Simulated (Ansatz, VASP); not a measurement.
# NaI in VASP and in Ansatz

Contents of INCAR:

```
  PREC = Accurate
  ENCUT = 520
  EDIFF = 1E-6
  ISMEAR = 0
  SIGMA = 0.01
  LREAL = False
  LASPH = True
  NELM = 100
  ALGO = Normal
  ISIF = 2
  LWAVE = False
  LCHARG = True
  GGA = PE
  LELF = True
  LVHAR = True
  NBANDS = 14
```

The input KPOINTS:

```
regular mesh
0
Gamma
  6 6 6
```

POSCAR

```
NaI
1.0
    0.0000000000      3.5447991555      3.5447991555
    3.5447991555      0.0000000000      3.5447991555
    3.5447991555      3.5447991555      0.0000000000
Na I
1 1
Direct
    0.0000000000      0.0000000000      0.0000000000
    0.2500000000      0.2500000000      0.2500000000
```

Input for Ansatz:

```yaml
crystal:
  lattice:
    - [0.0, 3.5447991555, 3.5447991555]
    - [3.5447991555, 0.0, 3.5447991555]
    - [3.5447991555, 3.5447991555, 0.0]
  atoms:
    - { symbol: Na, position: [0.0, 0.0, 0.0] }
    - { symbol: I, position: [0.25, 0.25, 0.25] }
kpoints:
  mp_grid: { grid: [6, 6, 6] }
hamiltonian:
  xc: pbe
scf:
  occupations: { method: fixed }
  n_extra_bands: 4
output:
  forces: true
  stress: true
  eigenvalues: true
```

Alike in both runs: task single point; functional PBE; k mesh 6 × 6 × 6; no spin polarisation.

|  | VASP | Ansatz |
| --- | --- | --- |
| version | VASP 6.6.1 | Ansatz 0.2.0 |
| potentials or method | VASP PAW PBE potentials, release 64 (Na_pv, I) | plane waves, PAW |
| plane-wave cutoff (eV) | 520 | 420 |
| occupations | gaussian, width 0.01 eV | fixed |
| valence electrons in the cell | 14 | 26 |

```tsv
	VASP	Ansatz	Ansatz less VASP
gap on the k mesh at the Fermi level (eV)	3.82	3.82	+0.003
pressure (GPa)	0.4	0.4	-0.01
```

The two sets of potentials don't hold the same shells in valence.

Caveats: spin-orbit coupling is left out, which moves the levels of the heavy elements.
